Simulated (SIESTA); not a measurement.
**ZnS under changes of volume**

One of the cells (19.727 Å³/atom); the others are scaled copies at fixed shape and fractional positions:

```xyz
2
Lattice="0.0000 2.7020 2.7020 2.7020 0.0000 2.7020 2.7020 2.7020 0.0000" Properties=species:S:1:pos:R:3 pbc="T T T"
Zn    4.0530    4.0530    4.0530
S     0.0000    0.0000    0.0000
```

```yaml
Program: SIESTA 5.4.2
Functional: PBE
Potentials_or_basis: PseudoDojo 0.4 standard (PBE files)
Basis: TZDP (energy shift 0.003 Ry; two zetas on semicore shells)
Grid_cutoff: 800 Ry
Energy_shift: 0.003 Ry
k_mesh: 9 × 9 × 9
Occupations: fermi-dirac, width 0.05 eV
Spin: no spin polarisation
```

```csv
volume (Å³/atom),energy over the lowest point (meV/atom),pressure (GPa),gap on the mesh (eV)
18.543,35.26,7.5,2.77
18.938,19.21,5.4,2.65
19.332,?,?,?
19.727,2.55,1.8,2.43
20.121,0.00,0.2,2.33
20.516,1.22,-1.1,2.23
20.910,5.71,-2.4,2.13
```

**Question.** What does the run at 19.332 Å³/atom give?

**Answer.** Energy over the lowest point 8.76 meV/atom; pressure 3.2 GPa; gap on the mesh 2.54 eV.

Worked out: A Birch-Murnaghan fit of order 3 (a polynomial in V^(-2/3)) to the other rows has its minimum at 20.17 Å³/atom with B0 = V·E''(V) = 72 GPa and B' = 5.3. It gives 8.61 meV/atom at 19.332 Å³/atom, against the run's 8.76, and -dE/dV = 3.4 GPa, against 3.2. A straight line through the other rows of the gap, of slope -5.31 eV per unit of ln V (its deformation potential), gives 2.54 eV, against the run's 2.54.

Energies are extrapolated to zero smearing.

Caveats: short orbitals over semicore shells can move pressures by several GPa; the valence orbitals were made in a potential fitted to the semicore shell under them, which widens gaps by tenths of an eV or more; an odd mesh through Γ misses points on the zone boundary, where band edges often lie; the basis of atomic orbitals isn't converged, which shifts pressures, moduli and gaps.
